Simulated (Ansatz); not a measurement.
MgO: energy along a strain

MgO, P-6m2, a = 2.938 Å, c = 2.680 Å. This isn't the usual stable structure of the compound. Ansatz: PBE, PAW, 420 eV, Γ-centred 12×12×8 mesh on 2 atoms, Gaussian smearing 0.05 eV; no spin polarisation. Cell vectors (Å): 2.938 0.000 0.000; -1.469 2.544 0.000; 0.000 0.000 2.680. The cell is strained by x per cent times the pattern (0 1 0 0 0 0) in the order xx yy zz yz xz xy (engineering shears), with fractional coordinates held. y is the free energy over the start, V0 = 10.014 Å³/atom.

| x (%) | y (meV/atom) |
| --- | --- |
| -6.00 | 39.64 |
| -4.50 | 21.76 |
| -3.00 | ? |
| -1.50 | 2.29 |
| 0.00 | 0.00 |
| 1.50 | 2.20 |
| 3.00 | 8.63 |
| 4.50 | 18.96 |
| 5.25 | 25.52 |
| 6.00 | 32.95 |

Fit y = c2 x² + c3 x³ to the other rows, get the stiffness along the pattern, and predict the missing energy.

Least squares on the rows shown. y = 1.0074 x² − 0.015480 x³. The clamped-ion stiffness p·C·p = 2 × 10.07 eV × 160.2 / 10.014 Å³ = 322 GPa, which is C22 in these axes. At x = -3.00 the fit asked for gives 9.48 meV/atom. The run gave 9.43 meV/atom, so the fit is 0.05 meV/atom too high, within twice the rms miss on the fitted rows (0.03 meV/atom).

Cost: 10 runs of about 0.4 core-minutes in all, on Intel Xeon 6975P-C (Granite Rapids) (shared hosts).